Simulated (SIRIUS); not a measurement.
**CuO in SIRIUS: the effect of potentials**

CuO:

```xyz
2
Lattice="0.0000 2.1166 2.1166 2.1166 0.0000 2.1166 2.1166 2.1166 0.0000" Properties=species:S:1:pos:R:3 pbc="T T T"
Cu    1.9814    1.9843    0.1219
O     2.2518    2.2488    1.9946
```

The cell comes from a database or a generator and needn't be the stable form of this composition.

The cell isn't the ideal one: atom 2 moved 0.45 Å.

Alike in all runs:

| Item | Value |
| --- | --- |
| Program | SIRIUS 7.10.0 |
| Task | single point |
| Functional | PBE |
| k mesh | 5 × 5 × 5 |
| Occupations | fermi-dirac, width 0.05 eV |
| Spin | no spin polarisation |

```tsv
potentials	cutoff	pressure (GPa)	largest force (eV/Å)
PseudoDojo 0.4.1 PBE standard (scalar relativistic)	1254 eV	18.5	0.90
SPMS 1.0 PBE (norm-conserving)	1254 eV	19.2	0.93
PseudoDojo 0.4 PBE stringent (scalar relativistic)	1416 eV	18.5	0.90
SG15 1.2 PBE (norm-conserving)	1254 eV	18.7	0.98
GBRV 1.5 PBE (ultrasoft)	557 eV	?	?
PseudoDojo 0.5 PBE stringent (scalar relativistic)	1416 eV	18.5	0.90
PseudoDojo 0.5 PBE standard (scalar relativistic)	1254 eV	18.5	0.90
```

**Question.** What does the run with potentials GBRV 1.5 PBE (ultrasoft) give?

**Answer.** Pressure 19.9 GPa; largest force 0.97 eV/Å.

Caveats: all runs use coarse meshes; an odd number of electrons without spin polarisation forces a metal; a magnetic or distorted state may lie lower; the run has no spin polarisation, though such a crystal can be magnetic.
